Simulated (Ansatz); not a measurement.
# GaP (F-43m): the HSE06 gap against the k mesh of the hybrid

How far can the k mesh of the hybrid be lowered for the gap of GaP (F-43m)?

Main program and level: Ansatz 0.2.0; DFT, HSE06, plane waves, PAW.

**1. Starting point**

The structure is cubic, space group F-43m (No. 216). The conventional cell has a = 5.451 Å, b = 5.451 Å, c = 5.451 Å, α = 90.00°, β = 90.00°, γ = 90.00°. Nearest to Ga lie 4 P at 2.36 Å. P has 4 Ga at 2.36 Å nearest. Farther neighbours are not listed.

The cell and positions come from the Crystallography Open Database and are kept as given unless a step says otherwise. The default PAW set here is soft_2. Its files were made with PBE.

**2. k mesh of the hybrid: 2×2×2**

Input file input.yaml:

```yaml
crystal:
  lattice:
    - [0.0, 2.72525, 2.72525]
    - [2.72525, 0.0, 2.72525]
    - [2.72525, 2.72525, 0.0]
  atoms:
    - { symbol: Ga, position: [0.0, 0.0, 0.0] }
    - { symbol: P, position: [0.25, 0.25, 0.25] }
kpoints:
  mp_grid: { grid: [2, 2, 2] }
  band_path:
    path:
      - [0.0, 0.0, 0.0]
      - [-0.5, -0.5, 0.0]
      - [-0.375, -0.375, 0.25]
      - [-0.375, 0.0, 0.375]
      - [0.0, 0.0, 0.5]
      - [-0.5, -0.25, 0.25]
      - [-0.45, -0.45, 0.0]
    npoints: 1
hamiltonian:
  xc: hse06
scf:
  occupations: { method: fixed }
  n_extra_bands: 4
output:
  eigenvalues: true
  write_density: true
  write_potential: true
  elf: true
  volumetric_format: npy
```

The run is started by

```sh
ansatz run input.yaml --threads 2 --pin off --max-ram 92160MiB --backend cuda --events-out ev --progress --plain --runs-dir out --devices 1 --max-vram 13GiB  # rebuilt from the run's record
```

Numbers of over 12 decimals in the logs are rounded to 6 here.

Log:

```text
scf.n_extra_bands = 4 over 9 filled bands (N_el = 18.0): the run solves 13 bands
exact exchange: scf.exx.singularity resolves to wigner_seitz, which cuts the screened interaction at the faces of the exchange supercell's Wigner-Seitz cell, so that each pair interacts once, at the shortest of its separations (the periodic images that this leaves out come, for a point-like exchange hole, to about 0.135 eV on a filled level). The cut falls within the interaction's reach, and what an exchange supercel [...]
GPUs: using 1 of 1 available (devices: 1).
Engine: ansatz 0.2.0, x86_64-unknown-linux-gnu
Pseudopotentials: kind: paw
Pseudopotential: Ga, paw, valence charge 13, recommended cutoff 420 eV (normal), Ga.paw.azcp
Pseudopotential: P, paw, valence charge 5, recommended cutoff 420 eV (normal), P.paw.azcp
Functional definition: HSE06
  parameter a = 0.25
  parameter omega = 0.11/bohr
  exchange = pbe_x - a*pbe_x_sr(omega) + a*exact_x_sr(omega)
  correlation = pbe_c
davidson cushion auto → on  (no smearing: the cushion is to keep the highest requested band from converging to the state above it; pin scf.eigensolver.cushion to override)
device memory: the entry about to start is reckoned to put 0.6 GiB on a device that reports 47.9 GiB free (of which the cap on the GPU budget leaves the run 13.0 GiB)
GPU FFT provider: cuFFT
GPU libraries: cuBLAS 13.8.2, cuFFT 12.4.0, cuSOLVER 12.3.4
Crystal: 2 atoms, lattice volume = 40.481 Å³
Basis set: ecut = 420 eV, 749 PW (Γ)
Bands: 13, of which v1, the nominal top of the filled ones, is band 9 counted from 1 (8 counted from 0)
Symmetry: 24 space group operations
Space group: F-43m (ITA 216), of the structure as read, at distance tolerance 3.4e-5 Å
k-points: 3 of 8
Non-local potential: Ga, projectors of the file, l = 0: 2, l = 1: 2, l = 2: 3, l = 3: 1
Non-local potential: P, projectors of the file, l = 0: 2, l = 1: 2, l = 2: 2
PAW form: soft (Blöchl's): semilocal exchange-correlation on the pseudo side does not see the compensation charge
PAW frozen core: Ga, regenerated for the run's functional, and the local potential with it (the file was generated under x = pbe(κ = 0.804, μ = 0.219515), c = pbe(β = 0.066725))
PAW frozen core: P, regenerated for the run's functional, and the local potential with it (the file was generated under x = pbe(κ = 0.804, μ = 0.219515), c = pbe(β = 0.066725))
PAW one-centre angular grid: Ga, 590 points (default); XC on 64 Gauss nodes
PAW one-centre angular grid: P, 110 points (default); XC on 64 Gauss nodes
Initial density: superposition of atomic densities (neutral atoms: chi_scale 0, normalization atom), corrected by the library's trained network
Initial wavefunctions: pseudopotential atomic-orbital guess
GPU buffer pool allocated for 19683 grid points (all kernels)
GPU transforms: local potential and band sums: pruned to the plane-wave sphere, on 25×25×25
Functional: x = pbe(κ = 0.804, μ = 0.219515), c = pbe(β = 0.066725), warm-up for x = pbe(κ = 0.804, μ = 0.219515) + 0.25 (exact − pbe) at short range (hse, ω = 0.207870 Å⁻¹), c = pbe(β = 0.066725); HSE06 as pw.x's `hse` composes it (authors' and Libxc's form: `xc: wpbeh`)
SCF iter   1: F=—  HF=-4537.357226 eV  |F-HF|=—  |Δ(HF+E_count)|=         —  Δρ=1.67e-2  dr2=1.67e-1  ethr=1.77e-3  ⟨swp⟩=6.3  Hψ=173  notcnv=0
preconditioner: auto → none  [insulator: Δε(μ)=1.635 eV  Ē_g=15.365 eV  n_scr=14 (ndim 8)  ℏωp=24.8 eV  f_vac=0.011]
iter 2 solved again at ethr=6.65e-5 eV; its pass at ethr=9.28e-4 eV (dr2=1.20e-2 eV) is discarded
SCF iter   2: F=—  HF=-4537.314934 eV  |F-HF|=—  |Δ(HF+E_count)|=   4.23e-2  Δρ=5.88e-3  dr2=1.20e-2  ethr=6.65e-5  ⟨swp⟩=3.3  Hψ=200  notcnv=0  defer=1
SCF iter   3: F=—  HF=-4537.315240 eV  |F-HF|=—  |Δ(HF+E_count)|=   3.06e-4  Δρ=2.29e-3  dr2=1.86e-3  ethr=6.65e-5  ⟨swp⟩=3.0  Hψ=97  notcnv=0
SCF iter   4: F=-4537.315981 eV  HF=-4537.316059 eV  |F-HF|=7.74e-5  |Δ(HF+E_count)|=   8.19e-4  Δρ=5.65e-4  dr2=7.36e-5  ethr=1.03e-5  ⟨swp⟩=3.0  Hψ=122  notcnv=0
[...]
Exchange kernel: α = 0.2500, screened, ω = 0.2079 Å⁻¹, Wigner–Seitz truncation, v(0) = 689.9392 eV·Å³, q-mesh 2×2×2, nearest image of the exchange supercell L = 7.71 Å, pair-density grid 15×15×15, without the augmentation charges, whose exchange is taken in its separable form by FFT convolution over the k-point mesh (sized by the pseudopotential files, 24×24×24 at the most), smooth part of the exact exchange by density-matrix convolution in up to 152.5 MiB of GPU memory as planned if the GPU has room (build and FFT work areas not counted)
Frozen-core exchange: fock
SCF iter   1: F=—  HF=-4538.474419 eV  |F-HF|=—  |Δ(HF+E_count)|=         —  Δρ=1.33e-2  dr2=2.97e-2  ethr=4.09e-6  ⟨swp⟩=6.0  Hψ=203  notcnv=0
preconditioner: auto → none  [insulator: Δε(μ)=2.402 eV  Ē_g=18.324 eV  n_scr=14 (ndim 8)  ℏωp=24.8 eV  f_vac=0.052]
SCF iter   2: F=—  HF=-4538.458474 eV  |F-HF|=—  |Δ(HF+E_count)|=   1.59e-2  Δρ=2.29e-3  dr2=2.63e-3  ethr=4.09e-6  ⟨swp⟩=4.0  Hψ=164  notcnv=0
SCF iter   3: F=—  HF=-4538.464252 eV  |F-HF|=—  |Δ(HF+E_count)|=   5.78e-3  Δρ=2.88e-3  dr2=1.36e-3  ethr=4.09e-6  ⟨swp⟩=4.0  Hψ=146  notcnv=0
SCF iter   4: F=—  HF=-4538.464119 eV  |F-HF|=—  |Δ(HF+E_count)|=   1.32e-4  Δρ=1.09e-3  dr2=2.89e-4  ethr=4.09e-6  ⟨swp⟩=2.0  Hψ=90  notcnv=0
SCF iter   5: F=—  HF=-4538.464135 eV  |F-HF|=—  |Δ(HF+E_count)|=   1.52e-5  Δρ=6.27e-5  dr2=1.16e-5  ethr=1.11e-6  ⟨swp⟩=3.0  Hψ=96  notcnv=0
SCF iter   6: F=—  HF=-4538.464349 eV  |F-HF|=—  |Δ(HF+E_count)|=   2.15e-4  Δρ=2.11e-4  dr2=9.37e-6  ethr=4.20e-9  ⟨swp⟩=4.3  Hψ=167  notcnv=0
SCF iter   7: F=-4538.464340 eV  HF=-4538.464340 eV  |F-HF|=5.70e-9  |Δ(HF+E_count)|=   9.61e-6  Δρ=1.34e-5  dr2=7.18e-8  ethr=4.20e-9  ⟨swp⟩=4.0  Hψ=155  notcnv=0
SCF 2 converged in 7 iterations: F = -4538.464340 eV  dr2 = 7.18e-8
[...]
hybrid outer 1: dexx = +7.433e-3 eV, tail = 2.25e-5 eV
GPU FFT provider: cuFFT
GPU libraries: cuBLAS 13.8.2, cuFFT 12.4.0, cuSOLVER 12.3.4
GPU buffer pool allocated for 19683 grid points (all kernels)
GPU transforms: local potential and band sums: pruned to the plane-wave sphere, on 25×25×25
Exchange kernel: α = 0.2500, screened, ω = 0.2079 Å⁻¹, Wigner–Seitz truncation, v(0) = 689.9392 eV·Å³, q-mesh 2×2×2, nearest image of the exchange supercell L = 7.71 Å, pair-density grid 15×15×15, without the augmentation charges, whose exchange is taken in its separable form by FFT convolution over the k-point mesh (sized by the pseudopotential files, 24×24×24 at the most), smooth part of the exact exchange by density-matrix convolution in up to 152.5 MiB of GPU memory as planned if the GPU has room (build and FFT work areas not counted)
Frozen-core exchange: fock
[...]
SCF 3 converged in 3 iterations: F = -4538.464117 eV  dr2 = 3.84e-8
hybrid outer 2: dexx = +6.468e-7 eV, tail = 2.21e-7 eV, Δε = 2.51e-3 eV (about 2.86e-4 eV left of the loop's levels)
device memory: the entry about to start is reckoned to put 0.3 GiB on a device that reports 47.3 GiB free (of which the cap on the GPU budget leaves the run 13.0 GiB)
NSCF: frozen V_eff on 7 k-points
hybrid SCF converged: 2 outer / 10 inner (+4 warm-up), last move |dexx| = 6.47e-7 eV, tail = 2.21e-7 eV
Stability not checked: this state was not tested for a lower state beside it, because the functional holds exact exchange (a hybrid, or Hartree-Fock), whose exchange loop this test does not read (fock_operator; see scf.lower_state_search)
Free energy (F): -4538.464117 eV
Frozen-core exchange: fock
Harris-Foulkes:  -4538.464117 eV  (|F-HF|=4.72e-8)
Internal energy: -4538.464117 eV  (E = F + TS)
E sigma→0 (E₀):  -4538.464117 eV
Fermi energy:    6.815793 eV
--- Per-component energies (eV) ---
  E_band       = -91.535331
  E_kinetic    = 190.178968
  E_local      = -2209.803433  (includes V_loc(G=0)·N_el)
  E_nonlocal   = 461.910721
  E_hartree    = 1026.914988
  E_xc         = -105.944127
  E_vxc        = -96.252954  (∫ρ·V_xc dr)
  E_exx        = -56.629934  (= α·E_x^exact, valence–valence)
  E_paw        = -2532.482842  (= ΣΔE_a)
  E_vpaw       = -378.136354  (= ΣTr[D̂ρ^β])
  E_aug_tail   = -0.000108  (compensation charges beyond the density's cutoff)
  E_ewald      = -1312.644944
  E_core_change = 0.036594  (= ΣΔE_core)
  E_smearing   = -0.000000  (= −TS)
  E_closure    = -0.000000  (closes the sum)
  Σ components = -4538.464117   (vs F -4538.464117, Δ=0.00e0)
--- Band table (eV) ---
  k-point 0: bands = [... 5 lower, -6.7906, 6.8158, 6.8158, 6.8158, 9.9356, 11.6154, 11.6154, 11.6154]
  k-point 1: bands = [... 5 lower, -4.5368, -0.2928, 5.6113, 5.6113, 9.5301, 12.4578, 12.4578, 16.1592]
  k-point 2: bands = [... 5 lower, -3.5084, -0.4584, 3.9268, 3.9268, 9.2259, 9.5391, 18.8980, 18.8980]
```

Run time: 5.3 s. Hardware: 1 × NVIDIA H100 80GB HBM3 (shared by 6 runs) with 2 threads of AMD EPYC 7R13 (Zen 3), shared host; peak memory 1 GiB.

Numbers from this step:

```yaml
gap: 2.388 eV
valence_top_at: Γ
conduction_bottom_at: k = (-0.450, -0.450, 0.000)
least_direct_gap: 3.120 eV
exact_exchange_fraction: 0.25
```

The gap is indirect, with the least direct gap 0.73 eV higher.

**3. k mesh of the hybrid: 4×4×4**

input.yaml: that of step 2 with these lines changed.

```diff
@@ -9,3 +9,3 @@
 kpoints:
-  mp_grid: { grid: [2, 2, 2] }
+  mp_grid: { grid: [4, 4, 4] }
   band_path:
```

Log:

```text
[...]
GPUs: using 1 of 1 available (devices: 1).
[...]
GPU FFT provider: cuFFT
GPU libraries: cuBLAS 13.8.2, cuFFT 12.4.0, cuSOLVER 12.3.4
Crystal: 2 atoms, lattice volume = 40.481 Å³
Basis set: ecut = 420 eV, 749 PW (Γ)
Bands: 13, of which v1, the nominal top of the filled ones, is band 9 counted from 1 (8 counted from 0)
[... 1 set-up line as in the run before ...]
[...]
k-points: 8 of 64 (time reversal used)
[...]
Internal energy: -4540.486744 eV  (E = F + TS)
E sigma→0 (E₀):  -4540.486744 eV
Fermi energy:    6.665863 eV
[...]
--- Band table (eV; the first three rows and the last of 8) ---
  k-point 0: bands = [... 5 lower, -7.0932, 6.6659, 6.6659, 6.6659, 9.5086, 11.4396, 11.4396, 11.4396]
  k-point 1: bands = [... 5 lower, -6.2595, 2.5121, 5.9572, 5.9572, 9.7312, 12.3471, 12.3471, 14.0919]
  k-point 2: bands = [... 5 lower, -4.8635, -0.5578, 5.4532, 5.4532, 9.2045, 12.2819, 12.2819, 15.9258]
  k-point 7: bands = [... 5 lower, -3.7883, -0.4108, 2.7830, 2.9830, 12.1799, 12.6542, 13.7101, 13.8052]
[key lines of the parts left out:]
Free energy (F): -4540.486744 eV
```

Wall time 8.1 s (1 × NVIDIA H100 80GB HBM3 (shared by 6 runs) with 2 threads); peak memory 1 GiB.

Numbers from this step:

* gap: 2.277 eV
* valence top at: Γ
* conduction bottom at: k = (-0.450, -0.450, 0.000)
* least direct gap: 2.843 eV

The gap is 2.277 eV, −0.110 eV from the run before at this level.

**4. The series**

Differences are against the last row; a negative gap means that bands overlap, and a run with a band path holds that path's time. Times are wall times on 1 × NVIDIA H100 80GB HBM3 (shared by 6 runs) with 2 threads of AMD EPYC 7R13 (Zen 3), shared host, good to a factor of about two.

| k mesh of the hybrid | gap (eV) | direct gap (eV) | gap error (eV) | energy error (meV/atom) | irreducible k | time |
| --- | --- | --- | --- | --- | --- | --- |
| 2×2×2 | 2.388 | 3.120 | +0.110 | +1011.3 | 3 | 5.3 s |
| 4×4×4 | 2.277 | 2.843 | +0.000 | +0.0 | 8 | 8.1 s |

**5. Outcome**

| Property | Result |
| --- | --- |
| 2×2×2 | 2.388 eV |
| 4×4×4 | 2.277 eV |

**Reading.** The gap holds to 0.02 eV from 4×4×4 on, the last run itself, so the series does not show convergence. At 2×2×2 the gap is off by +0.110 eV and the energy by +1011 meV/atom. The gap is read over the mesh and added points near the edges, so meshes differ mainly through the density and, for a hybrid, the exchange operator.

[Paths, hosts, dates, memory and timing lines, banners, echoed tables and standing remarks are left out of the program output.]

[Logs are printed without paths, hosts, clocks, repeated set-up lines and the standing remarks that a program may print on its own settings, such as how far it seeks lower states.]

[Runs of the session that timed out or met a known fault of the program may be left out.]

[Cells called generated may have been cut or substituted from an entry of the Crystallography Open Database or the Materials Project.]

[Hosts, paths, dates, database ids (printed as entryN), source tags and the programs' standing remarks are cut or masked in the printed files.]
